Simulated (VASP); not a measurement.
Crystal: AlCu3.

```
CELL_PARAMETERS angstrom
0.00000 2.88801 2.88801
2.88801 0.00000 2.88801
2.88801 2.88801 0.00000
ATOMIC_POSITIONS crystal
Cu 0.75000 0.75000 0.75000
Cu 0.25000 0.25000 0.25000
Cu 0.50000 0.50000 0.50000
Al 0.00000 0.00000 0.00000
```

The cell comes from a database or a generator and needn't be the stable form of this composition.

```yaml
Program: VASP 6.6.1
Task: single point
Functional: PBEsol
Potentials_or_basis: VASP PAW PBE potentials, release 64 (Cu, Al)
Cutoff: 520 eV
k_mesh: 8 × 8 × 8
Occupations: fermi-dirac, width 0.05 eV
Spin: no spin polarisation
```

On this cell: pressure 0.0 GPa; largest force zero by symmetry; band gap on the k mesh none (metal or under the smearing width).

The same run follows on a disturbed copy (atoms moved at random, drawn with an rms of 0.05 Å):

```
CELL_PARAMETERS angstrom
0.00000 2.88801 2.88801
2.88801 0.00000 2.88801
2.88801 2.88801 0.00000
ATOMIC_POSITIONS crystal
Cu 0.75721 0.75143 0.74816
Cu 0.25563 0.25694 0.25137
Cu 0.48943 0.49828 0.51088
Al 0.99419 0.98404 0.00658
```

Problem. What does the disturbed cell give?

Solution. The energy (extrapolated to zero smearing) moves by +12.7 meV/atom; pressure 0.5 GPa; largest force 0.700 eV/Å; band gap on the k mesh none (metal or under the smearing width).

Forces in eV/Å, atoms in the order of the input:
```
Cu  -0.010 -0.134 -0.473
Cu  -0.164 -0.058 -0.526
Cu  -0.115  0.118  0.365
Al   0.289  0.074  0.634
```

Stress tensor (GPa, compression positive):
```
0.62 0.02 0.17
0.02 0.60 0.17
0.17 0.17 0.17
```

Caveats: the PAW data sets were made with another functional, which shifts forces and pressure a little.
